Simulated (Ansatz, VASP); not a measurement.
## LiH in VASP and in Ansatz

File INCAR:

```
SYSTEM = LiH
ALGO     = Normal         ! electronic algorithm
EDIFF    = 1E-7           ! SCF threshold, eV
ENCUT    = 520            ! plane-wave cutoff, eV
GGA      = PE             ! functional
ISIF     = 2              ! what is computed and relaxed
ISMEAR   = -1             ! smearing method
LASPH    = .True.         ! aspherical terms in the spheres
LCHARG   = .False.        ! write CHGCAR
LREAL    = .False.        ! projectors in reciprocal space
LWAVE    = .False.        ! write WAVECAR
NBANDS   = 9              ! bands
NELM     = 60             ! most SCF steps
PREC     = Accurate       ! precision mode
SIGMA    = 0.05           ! smearing width, eV
```

KPOINTS

```
k-points
0
Gamma
  11 11 11
  0 0 0
```

The input POSCAR:

```
LiH
1.0
    0.0000000000      2.0230801250      2.0230801250
    2.0230801250      0.0000000000      2.0230801250
    2.0230801250      2.0230801250      0.0000000000
Li H
1 1
Direct
    0.0000000000      0.0000000000      0.0000000000
    0.5000000000      0.5000000000      0.5000000000
```

Contents of input.yaml:

```yaml
crystal:
  lattice:
    - [0.0, 2.023080125, 2.023080125]
    - [2.023080125, 0.0, 2.023080125]
    - [2.023080125, 2.023080125, 0.0]
  atoms:
    - { symbol: Li, position: [0.0, 0.0, 0.0] }
    - { symbol: H, position: [0.5, 0.5, 0.5] }
hamiltonian:
  xc: pbe
  pseudopotentials: { kind: paw }
kpoints:
  mp_grid: { grid: [11, 11, 11] }
scf:
  occupations: { method: fermi_dirac, width: 0.05 }
output:
  forces: true
  stress: true
  eigenvalues: true
  write_density: true
  write_potential: true
  elf: true
  volumetric_format: npy
```

Change from the starting cell: volume scaled by 0.98.

Alike in both runs: task single point; functional PBE; k mesh 11 × 11 × 11; occupations fermi-dirac, width 0.05 eV; no spin polarisation.

```csv
,VASP,Ansatz
version,VASP 6.6.1,Ansatz 0.2.0
potentials or method,"VASP PAW PBE potentials, release 64 (Li_sv, H)",Ansatz PAW
plane-wave cutoff (eV),520,420
valence electrons in the cell,4,4
```

```tsv
	VASP	Ansatz	Ansatz less VASP
gap on the k mesh at the Fermi level (eV)	3.19	3.20	+0.006
least direct gap on the mesh (eV)	3.19	3.20	+0.006
```

Caveats: an odd mesh through Γ misses points on the zone boundary, where band edges often lie (VASP); odd divisions of the mesh miss points on the zone boundary, where band edges often lie, so the gap on the mesh can be too wide (Ansatz).
